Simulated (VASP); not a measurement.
Runs of VASP 6.6.1 on ZnCu. Symmetry: Cmmm, No. 65, orthorhombic system. The conventional cell has a = 2.976 Å, b = 4.243 Å, c = 4.141 Å, α = 90.00°, β = 90.00°, γ = 90.00°. Around Zn (site symmetry mmm) lie 4 Cu at 2.55 Å and 4 Zn at 2.59 Å. Cu (site symmetry mmm) is surrounded by 4 Zn at 2.55 Å and 4 Cu at 2.59 Å. The cell comes from a database or a generator and needn't be the stable form of this composition.

```tsv
cell	k mesh	mesh quality	gap on the mesh (eV)	pressure (GPa)
Cmmm, 13.07 Å³/atom	8 × 8 × 4	coarse	none	(a)
uniaxial strain along c, a, b and atoms relaxed: -3.0 %	16 × 16 × 12	not flagged	none	0.9
uniaxial strain along c, a, b and atoms relaxed: +1.0 %	16 × 16 × 12	not flagged	none	0.5
P4/mmm, 13.02 Å³/atom	18 × 18 × 10	not flagged	none	0.9
```

Alike in all rows: task single point; level PBE; potentials or basis VASP PAW PBE potentials, release 64 (Zn, Cu); no spin polarisation; cutoff (eV) 520; smearing gaussian 0.1 eV.

Question: Estimate the missing entries.

Answer: (a) 1.0.

Caveats: some runs use coarse meshes.

A gap of «none» marks a metal or a gap under the smearing width.
